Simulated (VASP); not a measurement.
# C (Diamond): how numerical settings change the zone-centre modes, part 2 of 2

Aim: test the modes of C (Diamond) against the numerical settings. The starting structure is a measured crystal structure from the Crystallography Open Database.

VASP 6.6.1.

Results so far: reference T2g 1321.5 cm⁻¹.

### 3. Modes with an 8×8×8 mesh

Level of this step: LDA; plane waves and PAW (C) (VASP).

Against step 2 the input has an 8×8×8 mesh.

The input, INCAR:

```
SYSTEM = C
PREC = Accurate
ENCUT = 520
EDIFF = 1E-08
NELM = 100
ISMEAR = 0
SIGMA = 0.03
LREAL = .FALSE.
ALGO = Normal
GGA = CA
NBANDS = 10
LORBIT = 11
LWAVE = .FALSE.
LCHARG = .FALSE.
KPAR = 8
IBRION = 8
LEPSILON = .TRUE.
LPEAD = .TRUE.
ISIF = 2
```

The input, POSCAR:

```
C
1.0
    0.0000000000      1.7679029686      1.7679029686
    1.7679029686      0.0000000000      1.7679029686
    1.7679029686      1.7679029686      0.0000000000
C
2
Direct
    0.7500000000      0.7500000000      0.7500000000
    0.5000000000      0.5000000000      0.5000000000
```

The input, KPOINTS:

```
Automatic mesh
0
Gamma
8 8 8
0 0 0
```

The projector-augmented-wave data sets are C (LDA family, release 64).

Started as:

```bash
$ mpirun -np 8 vasp_std
```

The program printed:

```text
[banner, memory and clock lines left out]
running    8 mpi-ranks, on    1 nodes
[...]
[... a notice as in an earlier step ...]

 LDA part: xc-table for (Slater(with rela. corr.)+CA(PZ))
 , standard interpolation
 POSCAR, INCAR and KPOINTS ok, starting setup
[...]
entering main loop
       N       E                     dE             d eps       ncg     rms          rms(c)
DAV:   1    -0.173941395979E+01   -0.17394E+01   -0.47155E+03   620   0.772E+02
DAV:   2    -0.207606844257E+02   -0.19021E+02   -0.18407E+02   758   0.125E+02
DAV:   3    -0.211048527992E+02   -0.34417E+00   -0.34327E+00   688   0.134E+01
DAV:   4    -0.211056827873E+02   -0.82999E-03   -0.82996E-03   638   0.718E-01
[...]
DAV:  10    -0.202446863034E+02   -0.14690E-05   -0.17584E-06   632   0.119E-02    0.459E-03
DAV:  11    -0.202446862455E+02    0.57853E-07   -0.61563E-08   682   0.204E-03    0.708E-04
DAV:  12    -0.202446862379E+02    0.76163E-08   -0.12917E-09   368   0.357E-04
   1 F= -.20244686E+02 E0= -.20244686E+02  d E =-.852427E-19
[...]
RMM:   9    -0.153375612542E+00    0.11952E-06    0.00000E+00   917   0.197E-05    0.218E-06
 change of polarisation eV/A/(eV/A) component  3 :     0.010     0.056     0.290
 dielectric tensor                  component  3 :     0.157     0.918     5.748
 Linear response DOF=           1
 Linear response progress:
  Degree of freedom:   1/  1
       N       E                     dE             d eps       ncg     rms          rms(c)
RMM:   1    -0.120688048873E+00   -0.12069E+00   -0.28130E-02  4474   0.207E+00
RMM:   2    -0.110109467090E+00    0.10579E-01    0.90476E-04  2893   0.400E-01    0.189E-01
RMM:   3    -0.110565671646E+00   -0.45620E-03    0.12057E-04  2825   0.112E-01    0.103E-01
RMM:   4    -0.111362059381E+00   -0.79639E-03    0.43645E-05  2801   0.116E-01    0.133E-02
[...]
RMM:   8    -0.111343868796E+00   -0.84205E-07   -0.22098E-08  3116   0.406E-05    0.103E-05
RMM:   9    -0.111343749608E+00    0.11919E-06   -0.42867E-08  3255   0.134E-05    0.153E-06
RMM:  10    -0.111343743832E+00    0.57762E-08   -0.10295E-08  2576   0.124E-06    0.182E-07
 first order change of Fermi-energy   0.22273E+01
 force on displaced ion       1 direction 1 : -38.581   0.000   0.000
 Born effective charge ion    1 direction 1 :  -0.000   0.000   0.000
 Born effective charges drift removed
 Linear response finished
```

It took 4.6 s on 8 MPI ranks of Intel Xeon 6975P-C (Granite Rapids), shared host; peak memory 1.2 GiB.

From OUTCAR (step 3):

```text
  Total        0.0005285      0.0005285      0.0005285     -0.0000000     -0.0000000      0.0000000
  in kB        0.0766238      0.0766238      0.0766238     -0.0000000     -0.0000000      0.0000000
  external PRESSURE =       0.0766238 kB  Pullay stress =       0.0000000 kB

 MACROSCOPIC STATIC DIELECTRIC TENSOR (including local field effects in DFT)
 ------------------------------------------------------
           5.747420     0.000000    -0.000000
           0.000000     5.747420     0.000000
          -0.000000    -0.000000     5.747420
 ------------------------------------------------------

 MACROSCOPIC STATIC DIELECTRIC TENSOR IONIC CONTRIBUTION
 ------------------------------------------------------
           0.000000    -0.000000     0.000000
          -0.000000     0.000000    -0.000000
           0.000000    -0.000000     0.000000
 ------------------------------------------------------

[... 2 parts as in an earlier step ...]

[... 1 further part left out ...]
```

With an 8×8×8 mesh the mode is T2g 1321.7 cm⁻¹, +0.2 cm⁻¹ from the reference.

### 4. Modes with a cutoff of 400 eV

Against step 2 the input has ENCUT = 400.

INCAR: that of step 3 with these lines changed.

```diff
@@ -2,3 +2,3 @@
 PREC = Accurate
-ENCUT = 520
+ENCUT = 400
 EDIFF = 1E-08
```

POSCAR is that of step 3.

The input, KPOINTS:

```
Automatic mesh
0
Gamma
14 14 14
0 0 0
```

Started as:

```bash
$ mpirun -np 8 vasp_std
```

The program printed:

```text
[... set-up lines as in an earlier step ...]
 entering main loop
       N       E                     dE             d eps       ncg     rms          rms(c)
DAV:   1    -0.576545367008E+01   -0.57655E+01   -0.41289E+03  2298   0.617E+02
DAV:   2    -0.209082507875E+02   -0.15143E+02   -0.14828E+02  2772   0.113E+02
DAV:   3    -0.211090169518E+02   -0.20077E+00   -0.20052E+00  2420   0.104E+01
DAV:   4    -0.211093044283E+02   -0.28748E-03   -0.28746E-03  2294   0.478E-01
[...]
DAV:  10    -0.202586193678E+02   -0.14908E-05   -0.15728E-06  2280   0.110E-02    0.437E-03
DAV:  11    -0.202586193291E+02    0.38696E-07   -0.49768E-08  2366   0.181E-03    0.636E-04
DAV:  12    -0.202586193243E+02    0.48448E-08   -0.97823E-10  1248   0.306E-04
   1 F= -.20258619E+02 E0= -.20258619E+02  d E =-.104602E-12
 Linear response reoptimize wavefunctions to high precision
DAV:   1    -0.202586193232E+02    0.10249E-08   -0.54908E-11  1292   0.762E-05
DAV:   2    -0.202586193232E+02   -0.72191E-11   -0.17505E-12  1086   0.134E-05
 Linear response to external field (no local field effect), progress :
[...]
RMM:   9    -0.153888284065E+00    0.13424E-06    0.26117E-11  3905   0.226E-05    0.217E-06
 change of polarisation eV/A/(eV/A) component  3 :     0.015     0.059     0.291
 dielectric tensor                  component  3 :     0.246     0.967     5.765
 Linear response DOF=           1
 Linear response progress:
  Degree of freedom:   1/  1
       N       E                     dE             d eps       ncg     rms          rms(c)
RMM:   1    -0.119892454590E+00   -0.11989E+00   -0.23100E-02 20516   0.202E+00
RMM:   2    -0.110056323116E+00    0.98361E-02   -0.16653E-03 13049   0.387E-01    0.187E-01
RMM:   3    -0.110275514611E+00   -0.21919E-03   -0.58703E-05 12770   0.109E-01    0.102E-01
RMM:   4    -0.111077701150E+00   -0.80219E-03   -0.13122E-04 12631   0.114E-01    0.132E-02
[...]
RMM:   8    -0.111044806017E+00   -0.38753E-07   -0.21953E-08 14238   0.586E-05    0.915E-06
RMM:   9    -0.111044680938E+00    0.12508E-06   -0.26225E-08 14848   0.312E-05    0.161E-06
RMM:  10    -0.111044677547E+00    0.33904E-08   -0.86458E-09 11677   0.206E-05    0.155E-07
 first order change of Fermi-energy   0.16708E+02
 force on displaced ion       1 direction 1 : -38.633   0.000   0.000
 Born effective charge ion    1 direction 1 :  -0.001   0.000   0.000
 Born effective charges drift removed
 Linear response finished
```

Wall time 6.2 s (8 MPI ranks); peak memory 1.9 GiB.

OUTCAR, selected parts (step 4):

```text
  Total       -0.2632906     -0.2632906     -0.2632906     -0.0000000      0.0000000      0.0000000
  in kB      -38.1716337    -38.1716337    -38.1716337     -0.0000000      0.0000000      0.0000000
  external PRESSURE =     -38.1716337 kB  Pullay stress =       0.0000000 kB

 POSITION                                       TOTAL-FORCE (eV/Angst)
 -----------------------------------------------------------------------------------
      2.65185      2.65185      2.65185        -0.000000     -0.000000     -0.000000
      1.76790      1.76790      1.76790         0.000000      0.000000      0.000000
 -----------------------------------------------------------------------------------
    total drift:                                0.000000      0.000000      0.000000

 MACROSCOPIC STATIC DIELECTRIC TENSOR (including local field effects in DFT)
 ------------------------------------------------------
           5.765148     0.000000     0.000000
          -0.000000     5.765148     0.000000
          -0.000000    -0.000000     5.765148
 ------------------------------------------------------

[... 2 parts as in an earlier step ...]

[... 1 further part left out ...]
```

With a cutoff of 400 eV the mode is T2g 1322.6 cm⁻¹, +1.1 cm⁻¹ from the reference.

### 5. Modes with a 20×20×20 mesh

Against step 2 the input has a 20×20×20 mesh.

INCAR: that of step 4 with these lines changed.

```diff
@@ -2,3 +2,3 @@
 PREC = Accurate
-ENCUT = 400
+ENCUT = 520
 EDIFF = 1E-08
```

POSCAR is that of step 4.

The input, KPOINTS:

```
Automatic mesh
0
Gamma
20 20 20
0 0 0
```

Started as:

```bash
$ mpirun -np 8 vasp_std
```

The program printed:

```text
[... set-up lines as in an earlier step ...]
 entering main loop
       N       E                     dE             d eps       ncg     rms          rms(c)
DAV:   1    -0.162578983246E+01   -0.16258E+01   -0.48475E+03  5442   0.766E+02
DAV:   2    -0.207607082606E+02   -0.19135E+02   -0.18533E+02  6906   0.129E+02
DAV:   3    -0.211054395042E+02   -0.34473E+00   -0.34404E+00  5974   0.138E+01
DAV:   4    -0.211061470236E+02   -0.70752E-03   -0.70749E-03  5662   0.756E-01
[...]
DAV:  10    -0.202454831377E+02   -0.14227E-05   -0.17527E-06  5596   0.119E-02    0.446E-03
DAV:  11    -0.202454830809E+02    0.56840E-07   -0.56828E-08  5810   0.196E-03    0.703E-04
DAV:  12    -0.202454830730E+02    0.79141E-08   -0.12084E-09  3062   0.348E-04
   1 F= -.20245483E+02 E0= -.20245483E+02  d E =-.727089E-15
 Linear response reoptimize wavefunctions to high precision
DAV:   1    -0.202454830715E+02    0.15221E-08   -0.73221E-11  3274   0.915E-05
DAV:   2    -0.202454830715E+02    0.95497E-11   -0.30348E-12  2708   0.184E-05
 Linear response to external field (no local field effect), progress :
[...]
change of polarisation eV/A/(eV/A) component  3 :     0.022     0.057     0.291
 dielectric tensor                  component  3 :     0.356     0.941     5.766
 Linear response DOF=           1
 Linear response progress:
  Degree of freedom:   1/  1
       N       E                     dE             d eps       ncg     rms          rms(c)
RMM:   1    -0.119640279664E+00   -0.11964E+00   -0.18291E-02 56103   0.207E+00
RMM:   2    -0.110349050028E+00    0.92912E-02   -0.14881E-03 35571   0.396E-01    0.189E-01
RMM:   3    -0.110585206087E+00   -0.23616E-03   -0.13640E-04 35149   0.112E-01    0.103E-01
RMM:   4    -0.111377085927E+00   -0.79188E-03   -0.18236E-04 34866   0.116E-01    0.133E-02
RMM:   5    -0.111338309474E+00    0.38776E-04    0.55733E-06 37885   0.138E-02    0.101E-03
RMM:   6    -0.111338813311E+00   -0.50384E-06    0.10985E-06 37962   0.808E-04    0.448E-04
RMM:   7    -0.111336281647E+00    0.25317E-05    0.32686E-07 38842   0.347E-04    0.661E-05
RMM:   8    -0.111336291577E+00   -0.99301E-08    0.41872E-10 38949   0.420E-05    0.101E-05
 first order change of Fermi-energy   0.27738E-04
 force on displaced ion       1 direction 1 : -38.569   0.000   0.000
 Born effective charge ion    1 direction 1 :  -0.000   0.000   0.000
 Born effective charges drift removed
 Linear response finished
```

Wall time 30 s (8 MPI ranks); peak memory 4.4 GiB.

Parts of OUTCAR (step 5):

```text
  Total        0.0001472      0.0001472      0.0001472     -0.0000000     -0.0000000      0.0000000
  in kB        0.0213389      0.0213389      0.0213389     -0.0000000     -0.0000000      0.0000000
  external PRESSURE =       0.0213389 kB  Pullay stress =       0.0000000 kB

 POSITION                                       TOTAL-FORCE (eV/Angst)
 -----------------------------------------------------------------------------------
      2.65185      2.65185      2.65185        -0.000000     -0.000000     -0.000000
      1.76790      1.76790      1.76790         0.000000      0.000000      0.000000
 -----------------------------------------------------------------------------------
    total drift:                                0.000000     -0.000000      0.000000

 MACROSCOPIC STATIC DIELECTRIC TENSOR (including local field effects in DFT)
 ------------------------------------------------------
           5.765784     0.000000    -0.000000
           0.000000     5.765784     0.000000
           0.000000    -0.000000     5.765784
 ------------------------------------------------------

 MACROSCOPIC STATIC DIELECTRIC TENSOR IONIC CONTRIBUTION
 ------------------------------------------------------
           0.000000    -0.000000    -0.000000
          -0.000000     0.000000     0.000000
          -0.000000     0.000000     0.000000
 ------------------------------------------------------

[... 1 part as in an earlier step ...]

[... 1 further part left out ...]
```

With a 20×20×20 mesh the mode is T2g 1321.5 cm⁻¹, as with the reference.

### 6. Modes with finite displacements

Against step 2 the input has IBRION = 6, NFREE = 2, POTIM = 0.015, no LEPSILON and no LPEAD (also changed: NSW).

INCAR: that of step 5 with these lines changed.

```diff
@@ -15,5 +15,6 @@
 KPAR = 8
-IBRION = 8
-LEPSILON = .TRUE.
-LPEAD = .TRUE.
+IBRION = 6
+NFREE = 2
+POTIM = 0.015
+NSW = 1
 ISIF = 2
```

POSCAR is that of step 5.

The input, KPOINTS:

```
Automatic mesh
0
Gamma
14 14 14
0 0 0
```

Started as:

```bash
$ mpirun -np 8 vasp_std
```

The program printed:

```text
[... set-up lines as in an earlier step ...]
 entering main loop
       N       E                     dE             d eps       ncg     rms          rms(c)
[... 12 cycles as in an earlier step ...]
   1 F= -.20245491E+02 E0= -.20245491E+02  d E =-.211948E-14
 Found     1 degrees of freedom:
 Finite differences POTIM= 0.01500 DOF=   1
[...]
N       E                     dE             d eps       ncg     rms          rms(c)
DAV:   1    -0.202413017699E+02    0.41893E-02   -0.51423E-01  8560   0.572E+00    0.133E-01
DAV:   2    -0.202412944140E+02    0.73559E-05   -0.27885E-03  9830   0.510E-01    0.779E-02
DAV:   3    -0.202411554626E+02    0.13895E-03   -0.31210E-04  9596   0.139E-01    0.878E-03
DAV:   4    -0.202411546256E+02    0.83700E-06   -0.14096E-05  9602   0.354E-02    0.540E-03
DAV:   5    -0.202411535637E+02    0.10619E-05   -0.25329E-06  9176   0.113E-02    0.385E-04
DAV:   6    -0.202411535717E+02   -0.79826E-08   -0.11075E-07  9580   0.294E-03    0.239E-04
DAV:   7    -0.202411535710E+02    0.65802E-09   -0.15169E-09  4782   0.306E-04
   2 F= -.20241154E+02 E0= -.20241154E+02  d E =-.226008E-37
 Finite differences progress:
  Degree of freedom:   1/  1
  Displacement:        1/  2
  Total:               1/  2
[...]
N       E                     dE             d eps       ncg     rms          rms(c)
DAV:   1    -0.202422351712E+02   -0.10816E-02   -0.12332E+00  8626   0.829E+00    0.264E-01
DAV:   2    -0.202417090671E+02    0.52610E-03   -0.65772E-03  9536   0.747E-01    0.154E-01
DAV:   3    -0.202411614711E+02    0.54760E-03   -0.12611E-03  9506   0.278E-01    0.175E-02
DAV:   4    -0.202411571640E+02    0.43071E-05   -0.54991E-05  9558   0.688E-02    0.104E-02
DAV:   5    -0.202411535264E+02    0.36376E-05   -0.89117E-06  9334   0.212E-02    0.917E-04
DAV:   6    -0.202411535583E+02   -0.31970E-07   -0.39251E-07  9648   0.557E-03    0.446E-04
DAV:   7    -0.202411535570E+02    0.13637E-08   -0.63620E-09  5880   0.601E-04
   3 F= -.20241154E+02 E0= -.20241154E+02  d E =-.226581E-37
 Finite differences progress:
  Degree of freedom:   1/  1
  Displacement:        2/  2
  Total:               2/  2
```

The job ended after 5.2 s (8 MPI ranks; peak memory 1.3 GiB; 36 s of CPU time).

OUTCAR, selected parts (step 6):

```text
  Total        0.0028552      0.0073969      0.0073969      0.0000000      0.0633169      0.0000000
  in kB        0.4139445      1.0723902      1.0723902      0.0000000      9.1796285      0.0000000
  external PRESSURE =       0.8529083 kB  Pullay stress =       0.0000000 kB

 POSITION                                       TOTAL-FORCE (eV/Angst)
 -----------------------------------------------------------------------------------
      2.63685      2.65185      2.65185         0.578206      0.000000      0.000000
      1.76790      1.76790      1.76790        -0.578206      0.000000      0.000000
 -----------------------------------------------------------------------------------
    total drift:                                0.000010     -0.000001     -0.000001

  FREE ENERGIE OF THE ION-ELECTRON SYSTEM (eV)
  ---------------------------------------------------
  free  energy   TOTEN  =       -20.2411535570 eV

  energy  without entropy=      -20.2411535570  energy(sigma->0) =      -20.24115356

[... 2 parts as in an earlier step ...]

[... 1 further part left out ...]
[key lines of the parts left out:]
E-fermi :  10.6038
```

The last energy, forces and stress in OUTCAR belong to the last displaced cell, not to that of POSCAR.

With finite displacements the mode is T2g 1321.2 cm⁻¹, -0.3 cm⁻¹ from the reference.

### 7. All runs side by side

| run | T2g | method | core minutes |
| --- | --- | --- | --- |
| reference | 1321.5 | perturbation theory | 1.79 |
| an 8×8×8 mesh | 1321.7 | perturbation theory | 0.613 |
| a cutoff of 400 eV | 1322.6 | perturbation theory | 0.827 |
| a 20×20×20 mesh | 1321.5 | perturbation theory | 4.0 |
| finite displacements | 1321.2 | finite displacements | 0.693 |

Modes are in cm⁻¹, degenerate ones as one, matched between runs by symmetry and order. A number in brackets counts the listed modes of one symmetry from the lowest. The symmetry labels come from an automatic analysis and can be wrong where levels nearly coincide. Core minutes are wall time times ranks of the run shown, on a shared host.

### 8. Results

```json
{"T2g, reference": "1321.5 cm⁻¹", "T2g, an 8×8×8 mesh": "1321.7 cm⁻¹", "T2g, a cutoff of 400 eV": "1322.6 cm⁻¹", "T2g, a 20×20×20 mesh": "1321.5 cm⁻¹", "T2g, finite displacements": "1321.2 cm⁻¹"}
```

**Reading.** The largest change comes with a cutoff of 400 eV: +1.1 cm⁻¹ in T2g. On finer settings the modes change by less than 0.1 cm⁻¹ with a 20×20×20 mesh. Other changes move the modes by more: +1.1 cm⁻¹ in T2g with a cutoff of 400 eV and -0.3 cm⁻¹ in T2g with finite displacements. The dielectric constants and Born charges in the logs aren't compared here; at a small gap they can be far off, and in a run without a gap they mean nothing. Further runs on this material are not shown.

[Lines on the potential files, build, host, timing and source positions are cut from VASP's logs without a mark.]

[Logs are printed without paths, hosts, clocks, repeated set-up lines and the standing remarks that a program may print on its own settings, such as how far it seeks lower states.]

[Hosts, paths, dates, database ids (printed as entryN), source tags and the programs' standing remarks are cut or masked in the printed files.]
